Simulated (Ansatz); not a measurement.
Base system: a 16-atom supercell of InN in the zinc blende structure (space group F-43m, No. 216; a = 4.999 Å) at its relaxed geometry.

Computed with r2SCAN in Ansatz (plane waves to 500 eV, PAW, no SOC).

One neutral defect a cell, atoms relaxed at fixed cell.

One change was made to it. Results:

| quantity | base | after |
|---|---|---|
| largest displacement of a host atom from its site in the perfect cell | – | 0.19 Å |
| pressure | 0.0 GPa | 18.6 GPa |

Problem. Name the change that was made.
A. H interstitial (started 2.16 Å from the nearest host atom), symmetric start
B. N interstitial (started 2.04 Å from the nearest host atom)
C. In vacancy
D. In interstitial (started 2.04 Å from the nearest host atom)

Solution. D, In interstitial (started 2.04 Å from the nearest host atom). For comparison, the pressure in the other runs: In vacancy gives 0.0 GPa; N interstitial (started 2.04 Å from the nearest host atom) gives 8.6 GPa; H interstitial (started 2.16 Å from the nearest host atom), symmetric start gives 1.7 GPa.

The cell is small, so the values are those of an ordered compound at a high defect concentration; dilute-limit values will differ. The mesh was chosen for an insulator and is coarse for the gapless case. Defects with a symmetric start kept the site's symmetry and may sit on a saddle; the others started slightly shaken. The final runs are not spin-polarised. This is not the structure that InN has at room temperature and ambient pressure.

Ansatz is a program for electronic structure.
